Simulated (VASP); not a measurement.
BaTiO3 (Barioperovskite):

```
CELL_PARAMETERS angstrom
3.98550 0.00000 0.00000
0.00000 2.83690 2.84515
0.00000 -2.83690 2.84515
ATOMIC_POSITIONS crystal
Ba 0.00000 0.00000 0.00000
Ti 0.50000 0.51240 0.51240
O 0.50000 0.99184 0.50524
O 0.50000 0.50524 0.99184
O 0.00000 0.48740 0.48740
```

* Program: VASP 6.6.1
* Task: relaxation of cell and atoms
* Functional: LDA
* Potentials or basis: VASP PAW LDA potentials, release 64 (Ba_sv, Ti_sv, O)
* Cutoff: 600 eV
* k mesh: 6 × 6 × 6
* Occupations: gaussian, width 0.02 eV
* Spin: no spin polarisation

At the start: pressure -6.8 GPa; volume 12.87 Å³/atom.

How do energy, volume and symmetry change on relaxing?

Over 11 steps the energy falls by 13.8 meV/atom and the volume is 12.41 Å³/atom (-3.6 %); space group Amm2 (No. 38, to 0.05 Å).

Step by step:
```tsv
step	energy change (eV)	largest force (eV/Å)	pressure (GPa)	volume (Å³)
1	0.0000	0.2992	-6.78	64.34
2	0.0128	0.3921	9.19	59.40
3	-0.0572	0.2043	0.15	61.92
4	-0.0572	0.2046	0.30	61.87
5	-0.0623	0.1497	0.27	61.88
6	-0.0676	0.0689	0.23	61.89
7	-0.0687	0.0508	-0.28	62.11
8	-0.0687	0.0522	-0.26	62.09
9	-0.0687	0.0213	0.42	61.92
10	-0.0689	0.0239	0.09	62.00
11	-0.0690	0.0089	0.03	62.04
```

Final structure:
```
CELL_PARAMETERS angstrom
3.93962 0.00000 0.00000
0.00000 2.80377 2.80830
0.00000 -2.80377 2.80830
ATOMIC_POSITIONS crystal
Ba 0.00000 0.00428 0.00428
Ti 0.50000 0.51460 0.51460
O 0.50000 0.98905 0.49488
O 0.50000 0.49488 0.98905
O 0.00000 0.49406 0.49406
```
